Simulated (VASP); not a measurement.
# InP in VASP: further runs

The runs below take InP through work function, with PBEsol.

Everything below comes from runs of VASP 6.6.1. Logs are shortened: lines on timing, memory, paths and dates and some standing lists are left out, and cuts for length are marked.

### 1 The structure

The cell holds a slab with vacuum, 14 atoms: a = 5.861 Å, b = 4.144 Å, c = 22.433 Å, α = 90.00°, β = 90.00°, γ = 90.00°.

### 2 Work function, PBEsol

File INCAR:

```
ALGO = Normal ; DIPOL = 0.5 0.5 0.500
EDIFF = 1E-6 ; ENCUT = 520
GGA = PS ; IDIPOL = 3
ISIF = 2 ; ISMEAR = 0
KPAR = 8 ; LASPH = T
LCHARG = T ; LDIPOL = T
LREAL = F ; LVACPOTAV = T
LVHAR = T ; LWAVE = F
NELM = 80 ; PREC = Accurate
SIGMA = 0.05
```

File KPOINTS:

```
k-points
0
Gamma
  4 6 1
```

File POSCAR:

```
InP
1.0
    5.8610000000      0.0000000000      0.0000000000
    0.0000000000      4.1443528450      0.0000000000
    0.0000000000      0.0000000000     22.4330585338
In P
7 7
Direct
    0.5000000000      0.5000000000      0.2228853454
    0.0000000000      0.0000000000      0.3152568969
    0.5000000000      0.5000000000      0.4076284485
    0.0000000000      0.0000000000      0.5000000000
    0.5000000000      0.5000000000      0.5923715515
    0.0000000000      0.0000000000      0.6847431031
    0.5000000000      0.5000000000      0.7771146546
    0.7500000000      0.0000000000      0.2228853454
    0.2500000000      0.5000000000      0.3152568969
    0.7500000000      0.0000000000      0.4076284485
    0.2500000000      0.5000000000      0.5000000000
    0.7500000000      0.0000000000      0.5923715515
    0.2500000000      0.5000000000      0.6847431031
    0.7500000000      0.0000000000      0.7771146546
```

Potentials or basis: VASP PAW PBE potentials, release 64 (In_d, P).

Run with:

```sh
> cat potpaw_PBE.64/In_d/POTCAR potpaw_PBE.64/P/POTCAR > POTCAR
> mpirun -np 8 vasp_std > vasp.out
```

OUTCAR:

```text
EDIFF = 1E-6
   ENCUT = 520
   GGA = PS
   ISIF = 2
   ISMEAR = 0
   LASPH = T
   LREAL = F
   NELM = 80
   PREC = Accurate

 ion  position               nearest neighbor table
   1  0.500  0.500  0.223-   9 2.54   8 2.54   8 2.54
   2  0.000  0.000  0.315-   8 2.54   9 2.54   9 2.54  10 2.54
   3  0.500  0.500  0.408-  11 2.54  10 2.54  10 2.54   9 2.54
   4  0.000  0.000  0.500-  10 2.54  12 2.54  11 2.54  11 2.54
   5  0.500  0.500  0.592-  11 2.54  12 2.54  12 2.54  13 2.54
   6  0.000  0.000  0.685-  14 2.54  13 2.54  13 2.54  12 2.54
   7  0.500  0.500  0.777-  13 2.54  14 2.54  14 2.54
   8  0.750  0.000  0.223-   2 2.54   1 2.54   1 2.54
   9  0.250  0.500  0.315-   1 2.54   2 2.54   2 2.54   3 2.54
  10  0.750  0.000  0.408-   4 2.54   3 2.54   3 2.54   2 2.54
  11  0.250  0.500  0.500-   3 2.54   5 2.54   4 2.54   4 2.54
  12  0.750  0.000  0.592-   4 2.54   5 2.54   5 2.54   6 2.54
  13  0.250  0.500  0.685-   7 2.54   6 2.54   6 2.54   5 2.54
  14  0.750  0.000  0.777-   6 2.54   7 2.54   7 2.54

  LATTYP: Found a simple orthorhombic cell.
 ALAT       =     4.1443528450
 B/A-ratio  =     1.4142135622
 C/A-ratio  =     5.4129219622

  Lattice vectors:

 A1 = (   0.0000000000,  -4.1443528450,   0.0000000000)
 A2 = (   5.8610000000,   0.0000000000,   0.0000000000)
 A3 = (   0.0000000000,   0.0000000000,  22.4330585338)

Analysis of symmetry for initial positions (statically):
=====================================================================
 Subroutine PRICEL returns:
 Original cell was already a primitive cell.

 Routine SETGRP: Setting up the symmetry group for a
 simple orthorhombic supercell.

 Subroutine GETGRP returns: Found  4 space group operations
 (whereof  4 operations were pure point group operations)
 out of a pool of  8 trial point group operations.

The static configuration has the point symmetry C_2v.

Analysis of symmetry for dynamics (positions and initial velocities):
=====================================================================
 Subroutine PRICEL returns:
 Original cell was already a primitive cell.

 Routine SETGRP: Setting up the symmetry group for a
 simple orthorhombic supercell.

 Subroutine GETGRP returns: Found  4 space group operations
 (whereof  4 operations were pure point group operations)
 out of a pool of  8 trial point group operations.

The dynamic configuration has the point symmetry C_2v.

 Subroutine INISYM returns: Found  4 space group operations
 (whereof  4 operations are pure point group operations),
 and found     1 'primitive' translations

----------------------------------------------------------------------------------------

                                     Primitive cell

  volume of cell :     544.9002

  direct lattice vectors                    reciprocal lattice vectors
     5.861000000  0.000000000  0.000000000     0.170619348  0.000000000  0.000000000
     0.000000000  4.144352845  0.000000000     0.000000000  0.241292196  0.000000000
     0.000000000  0.000000000 22.433058534     0.000000000  0.000000000  0.044577069

  length of vectors
     5.861000000  4.144352845 22.433058534     0.170619348  0.241292196  0.044577069

  position of ions in fractional coordinates (direct lattice)
     0.500000000  0.500000000  0.222885345
     0.000000000  0.000000000  0.315256897
     0.500000000  0.500000000  0.407628448
     0.000000000  0.000000000  0.500000000
     0.500000000  0.500000000  0.592371552
     0.000000000  0.000000000  0.684743103
     0.500000000  0.500000000  0.777114655
     0.750000000  0.000000000  0.222885345
     0.250000000  0.500000000  0.315256897
     0.750000000  0.000000000  0.407628448
     0.250000000  0.500000000  0.500000000
     0.750000000  0.000000000  0.592371552
     0.250000000  0.500000000  0.684743103
     0.750000000  0.000000000  0.777114655

  ion indices of the primitive-cell ions
   primitive index   ion index
                 1           1
                 2           2
                 3           3
                 4           4
                 5           5
                 6           6
                 7           7
                 8           8
                 9           9
                10          10
                11          11
[... 24 lines left out ...]

 Subroutine IBZKPT returns following result:
 ===========================================

 Found     12 irreducible k-points:

 Following reciprocal coordinates:
            Coordinates               Weight
  0.000000  0.000000  0.000000      1.000000
  0.250000  0.000000  0.000000      2.000000
  0.500000  0.000000  0.000000      1.000000
  0.000000  0.166667  0.000000      2.000000
  0.250000  0.166667  0.000000      4.000000
  0.500000  0.166667  0.000000      2.000000
  0.000000  0.333333  0.000000      2.000000
  0.250000  0.333333  0.000000      4.000000
  0.500000  0.333333  0.000000      2.000000
  0.000000  0.500000  0.000000      1.000000
  0.250000  0.500000  0.000000      2.000000
  0.500000  0.500000  0.000000      1.000000
   k-points           NKPTS =     12   k-points in BZ     NKDIM =     12   number of bands    NBANDS=     75
   number of dos      NEDOS =    301   number of ions     NIONS =     14
   total plane-waves  NPLWV = 258048
   dimension x,y,z NGX =    48 NGY =   32 NGZ =  168
   dimension x,y,z NGXF=    96 NGYF=   64 NGZF=  336
   ions per type =               7   7
   NGX,Y,Z   is equivalent  to a cutoff of  13.62, 12.84, 12.45 a.u.
   NGXF,Y,Z  is equivalent  to a cutoff of  27.23, 25.67, 24.90 a.u.
 SYSTEM =  unknown system
   PREC   = accura    normal or accurate (medium, high low for compatibility)
   ISTART =      0    job   : 0-new  1-cont  2-samecut
   ICHARG =      2    charge: 1-file 2-atom 10-const
   ISPIN  =      1    spin polarized calculation?
   LNONCOLLINEAR =      F non collinear calculations
   LSORBIT =      F    spin-orbit coupling
   LASPH  =      T    aspherical Exc in radial PAW
   ENCUT  =  520.0 eV  38.22 Ry    6.18 a.u.  10.90  7.71 41.71*2*pi/ulx,y,z
   NELM   =     80;   NELMIN=  2; NELMDL= -5     # of ELM steps
   EDIFF  = 0.1E-05   stopping-criterion for ELM
   LREAL  =      F    real-space projection
   EDIFFG = 0.1E-04   stopping-criterion for IOM
   NSW    =      0    number of steps for IOM
   IBRION =     -1    ionic relax: 0-MD 1-quasi-New 2-CG
   NFREE  =      0    steps in history (QN), initial steepest desc. (CG)
   ISIF   =      2    stress and relaxation
   ISYM   =      2    0-nonsym 1-usesym 2-fastsym
   POTIM  = 0.5000    time-step for ionic-motion
   TEBEG  =    0.0;   TEEND  =   0.0 temperature during run
   PSTRESS=    0.0 pullay stress
   NELECT =     126.0000    total number of electrons
   NUPDOWN=      -1.0000    fix difference up-down
   EMIN   =  10.00;   EMAX   =-10.00  energy-range for DOS
   EFERMI =   0.00;   METHOD = LEGACY
   ISMEAR =     0;   SIGMA  =   0.05  broadening in eV -4-tet -1-fermi 0-gaus
   EFERMI_NEDOS =   21; number of points for ismear=-14 and -15
   IALGO  =     38    algorithm
   IMIX   =      4    mixing-type and parameters
     AMIX     =   0.40;   BMIX     =  1.00
     AMIX_MAG =   1.60;   BMIX_MAG =  1.00
  volume/ion in A,a.u.               =      38.92       262.65
  Fermi-wavevector in a.u.,A,eV,Ry     =   1.004830  1.898854 13.737583  1.009684
  Thomas-Fermi vector in A             =   2.137471
   LORBIT       =      0    0 simple, 1 ext, 2 COOP (PROOUT), +10 PAW based schemes
   GGA     = PS    functional components
   LHFCALC =     F    Hartree Fock is set to
   AEXX    =    0.0000 exact exchange contribution
   IVDW    =     0    specifies the selected vdW correction
   LEPSILON=     F    determine dielectric tensor
   LRPA    =     F    only Hartree local field effects (RPA)
 non-spin polarized calculation
 Gauss-broadening in eV      SIGMA  =   0.05
  energy-cutoff  :      520.00
  volume of cell :      544.90
 maximum number of plane-waves:     14716
 NGX is ok and might be reduce to    48
   NGX = 21   NGY = 15   NGZ = 83

 dipolmoment           0.000000      0.000000      0.000000 electrons x Angstroem

 number of electron     126.0000011 magnetization

 dipolmoment           0.000000      0.000000     -0.000000 electrons x Angstroem

 Free energy of the ion-electron system (eV)
  ---------------------------------------------------
  ext. energy  EPLUGINS =         0.00000000
  ---------------------------------------------------
  free energy    TOTEN  =       -60.73586938 eV

  energy without entropy =      -60.73586938  energy(sigma->0) =      -60.73586938

 E-fermi :   1.7821     XC(G=0):  -6.7461

 val. band max:        1.5809353514   @ k =   0.0000   0.0000   0.0000
 cond. band min:       1.9820893416   @ k =   0.0000   0.0000   0.0000
 fundamental gap:      0.4011539902
 Fermi energy:         1.7821259546

 k-point     1 :       0.0000    0.0000    0.0000
  band No.  band energies     occupation
      1     -12.8004      2.00000
      2     -12.7928      2.00000
      3     -12.7669      2.00000
      4     -12.7325      2.00000
      5     -12.7323      2.00000
      6     -12.7068      2.00000
[... 925 lines left out ...]
     74       5.9485      0.00000
     75       5.9864      0.00000

------------------------ aborting loop because EDIFF is reached ----------------------------------------

  FORCE on cell =-STRESS in cart. coord.  units (eV):
  Direction    XX          YY          ZZ          XY          YZ          ZX
  --------------------------------------------------------------------------------------
  -------------------------------------------------------------------------------------
  Total       -1.7163414     -1.2245138      1.8353502      0.0000000      0.0000000      0.0000000
  in kB       -5.0465818     -3.6004545      5.3965052      0.0000000      0.0000000      0.0000000
  external PRESSURE =      -1.0835104 kB  Pullay stress =       0.0000000 kB

 VOLUME and BASIS-vectors are now :
 -----------------------------------------------------------------------------
  energy-cutoff  :      520.00
  volume of cell :      544.90
      direct lattice vectors                 reciprocal lattice vectors
     5.861000000  0.000000000  0.000000000     0.170619348  0.000000000  0.000000000
     0.000000000  4.144352845  0.000000000     0.000000000  0.241292196  0.000000000
     0.000000000  0.000000000 22.433058534     0.000000000  0.000000000  0.044577069

 POSITION                                       TOTAL-FORCE (eV/Angst)
 -----------------------------------------------------------------------------------
      2.93050      2.07218      5.00000         1.083008      0.000000      1.099244
      0.00000      0.00000      7.07218        -0.329888     -0.000000      0.107223
      2.93050      2.07218      9.14435         0.270419     -0.000000      0.082843
      0.00000      0.00000     11.21653        -0.144965     -0.000000      0.000000
      2.93050      2.07218     13.28871         0.270419     -0.000000     -0.082843
      0.00000      0.00000     15.36088        -0.329888     -0.000000     -0.107223
      2.93050      2.07218     17.43306         1.083008      0.000000     -1.099244
      4.39575      0.00000      5.00000        -0.313865     -0.000000     -1.159944
      1.46525      2.07218      7.07218        -0.549549     -0.000000     -0.336716
      4.39575      0.00000      9.14435        -0.038727     -0.000000      0.091772
      1.46525      2.07218     11.21653        -0.097833     -0.000000      0.000000
      4.39575      0.00000     13.28871        -0.038727     -0.000000     -0.091772
      1.46525      2.07218     15.36088        -0.549549     -0.000000      0.336716
      4.39575      0.00000     17.43306        -0.313865     -0.000000      1.159944
 -----------------------------------------------------------------------------------
    total drift:                               -0.000791      0.000000      0.000000

  FREE ENERGIE OF THE ION-ELECTRON SYSTEM (eV)
  ---------------------------------------------------
  free  energy   TOTEN  =       -60.7358693790 eV

  energy  without entropy=      -60.7358693787  energy(sigma->0) =      -60.73586938

 vacuum level on the upper side and lower side of the slab         6.351         6.351
```

It took 5.1 min on 8 MPI ranks of AMD EPYC 7R43 (Zen 3), shared host; peak memory 0.7 GiB.

Results:

```yaml
Free_energy: -60.7359 eV
Largest_force: 1.543 eV/Å
Band_gap_on_the_k_mesh: 0.40 eV, direct
Ionisation_potential_of_the_upper_face: 4.77 eV
```

Forces on the atoms (eV/Å):
```
In   1.083  0.000  1.099
In  -0.330  0.000  0.107
In   0.270  0.000  0.083
In  -0.145  0.000  0.000
In   0.270  0.000 -0.083
In  -0.330  0.000 -0.107
In   1.083  0.000 -1.099
P   -0.314  0.000 -1.160
P   -0.550  0.000 -0.337
P   -0.039  0.000  0.092
P   -0.098  0.000  0.000
P   -0.039  0.000 -0.092
P   -0.550  0.000  0.337
P   -0.314  0.000  1.160
```

Levels at points of the mesh, in eV from the valence-band top:
```tsv
k point	band 60	band 61	band 62	band 63	band 64	band 65	band 66	band 67
(0.00, 0.00, 0.00)	-0.26	-0.10	-0.01	0.00	0.40	1.06	1.92	2.08
(0.50, 0.00, 0.00)	-0.68	-0.66	-0.29	-0.22	0.75	0.84	1.81	1.94
(0.00, 0.50, 0.00)	-1.57	-1.49	-0.29	-0.13	0.79	0.95	1.87	2.13
(0.50, 0.50, 0.00)	-1.19	-1.17	-0.44	-0.09	0.44	0.86	2.22	2.53
```

Caveat: the PAW data sets were made with another functional, which shifts forces and pressure a little; spin-orbit coupling is left out, which moves the levels of the heavy elements. A hybrid or GW would open this gap; PBEsol tends to underestimate it.

(Continued in part 2 of 2.)
